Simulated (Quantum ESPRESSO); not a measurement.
Mo:

```
Mo
1.0
    -1.58381    1.58381    1.58381
     1.58381   -1.58381    1.58381
     1.58381    1.58381   -1.58381
Mo
1
Direct
  0.00000 0.00000 0.00000
```

| Property | Result |
| --- | --- |
| Program | Quantum ESPRESSO 7.5 |
| Task | phonons and electron-phonon coupling |
| Functional | PBE |
| Potentials or basis | GBRV 1.5 PBE |
| Cutoff | 612 eV |
| Density cutoff | 4898 eV |
| k mesh | 12 × 12 × 12 |
| Occupations | methfessel-paxton, width 0.272 eV |
| Spin | no spin polarisation |
| Mixing beta | 0.5 |
| Most SCF iterations | 120 |
| SCF threshold | 2e-10 Ry |
| q mesh | 4 × 4 × 4 |

The cell and the atoms were relaxed first, to 15.73 Å³/atom (a = 2.734 Å, b = 2.734 Å, c = 2.734 Å, α = 109.47°, β = 109.47°, γ = 109.47°), and the response was taken there.

Levels for the coupling come from a 36 × 36 × 36 mesh; ten broadenings of the double delta from 0.07 to 0.68 eV; Tc from the McMillan formula in the Allen-Dynes form.

Q: How strong is the electron-phonon coupling, and what superconducting temperature follows?

A: Over broadenings from 0.27 to 0.54 eV, λ lies between 0.46 and 0.46 and ω_log near 272 K, which gives Tc from 2.2 to 2.4 K at μ* = 0.10 and from 1.2 to 1.3 K at μ* = 0.13.

Electron-phonon coupling by broadening of the double delta (levels on a 36 × 36 × 36 mesh):
```
broadening (eV)     λ  N(E_F) (states/eV a spin and cell)  ω_log (K)  Tc, μ* 0.10 (K)  Tc, μ* 0.13 (K)
           0.07  0.50                               0.352        276              3.3              2.0
           0.14  0.48                               0.329        275              2.9              1.7
           0.20  0.47                               0.325        274              2.6              1.5
           0.27  0.46                               0.325        273              2.4              1.3
           0.34  0.46                               0.327        272              2.3              1.2
           0.41  0.46                               0.330        271              2.2              1.2
           0.48  0.46                               0.333        271              2.2              1.2
           0.54  0.46                               0.337        270              2.2              1.2
           0.61  0.46                               0.342        270              2.3              1.3
           0.68  0.46                               0.347        270              2.4              1.3
```

Coupling and linewidth of each mode at the computed q points (broadening 0.27 eV):
| q | cm⁻¹ | λ of the modes | linewidths (GHz) |
| --- | --- | --- | --- |
| (0.00, 0.00, 0.25) | 115 136 198 | 0.10 0.08 0.10 | 5 6 14 |
| (0.00, 0.00, -0.50) | 155 202 267 | 0.69 0.06 0.10 | 63 10 28 |
| (0.00, 0.25, 0.25) | 191 203 239 | 0.11 0.08 0.07 | 15 12 16 |
| (0.25, 0.25, 0.25) | 214 214 214 | 0.19 0.19 0.19 | 32 32 32 |
| (0.25, 0.25, -0.25) | 146 146 247 | 0.23 0.23 0.14 | 19 19 33 |
| (0.25, -0.50, -0.50) | 180 229 238 | 0.41 0.18 0.16 | 50 35 34 |
| (-0.50, -0.50, -0.50) | 198 198 198 | 0.67 0.70 0.70 | 99 103 103 |

Phonon frequencies at the corners of the path (cm⁻¹, interpolated; i marks imaginary ones):
```
point  frequencies
    Γ        0 0 0
    H  198 198 198
    N  155 202 267
    P  214 214 214
```

The smallest broadenings aren't converged on these meshes, and μ* is assumed, not computed; spin fluctuations are left out.

Caveat: λ from interpolated matrix elements is rough: modes that symmetry makes equal can differ by tens of percent.
